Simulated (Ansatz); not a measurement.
Bulk crystal (AlNi) after relaxation:

```cif
data_structure
_symmetry_space_group_name_H-M 'Pm-3m'
_symmetry_Int_Tables_number 221
_cell_length_a 2.8622
_cell_length_b 2.8622
_cell_length_c 2.8622
_cell_angle_alpha 90.000
_cell_angle_beta 90.000
_cell_angle_gamma 90.000
_cell_volume 23.45
loop_
_atom_site_label
_atom_site_type_symbol
_atom_site_symmetry_multiplicity
_atom_site_Wyckoff_symbol
_atom_site_fract_x
_atom_site_fract_y
_atom_site_fract_z
_atom_site_occupancy
Al1 Al 1 a 0.00000 0.00000 0.00000 1
Ni1 Ni 1 b 0.50000 0.50000 0.50000 1
```

Miller indices refer to the conventional cell of Pm-3m (No. 221), a = 2.862 Å, b = 2.862 Å, c = 2.862 Å, α = 90.00°, β = 90.00°, γ = 90.00°.

The (111) slab of 14 planes, 10.7 Å thick with 15 Å of vacuum as cut; outer planes Al (top) and Ni (bottom).

Theory: DFT PBEsol, scalar-relativistic, plane waves, PAW in Ansatz 0.2.0. Plane waves to 420 eV, a k mesh through Γ of 9×9×1 on the computed 14-atom cell and Gaussian smearing (0.10 eV); no spin polarisation. A dipole correction removes the field between periodic images along c.

With the atoms at the bulk's places:

```yaml
Surface_energy_mean_of_both_faces: 2.45 J/m²
Work_function: 4.35 eV (top), 4.26 eV (bottom)
Dipole_of_the_slab_along_+c_per_cell: -0.01 e·Å
```

Task: What changes when all atoms relax within this surface cell and its symmetry?

Result: The energy falls by 0.167 J/m² a face, and the largest move is 0.27 Å.

| Item | Value |
| --- | --- |
| Surface energy (mean of both faces) | 2.28 J/m² |
| Work function | 4.21 eV (top), 4.42 eV (bottom) |
| Dipole of the slab along +c, per cell | 0.02 e·Å |

```csv
plane (bottom to top),atoms,"spacing to next, bulk (Å)",relaxed (Å),change (%)
1,Ni,0.826,0.490,-40.7
2,Al,0.826,0.830,+0.4
3,Ni,0.826,0.939,+13.6
4,Al,0.826,0.768,-7.0
5,Ni,0.826,0.821,-0.7
6,Al,0.826,0.837,+1.3
7,Ni,0.826,0.813,-1.6
8,Al,0.826,0.853,+3.2
9,Ni,0.826,0.796,-3.7
10,Al,0.826,0.817,-1.2
11,Ni,0.826,0.922,+11.6
12,Al,0.826,0.669,-19.0
13,Ni,0.826,0.835,+1.1
14,Al,,,
```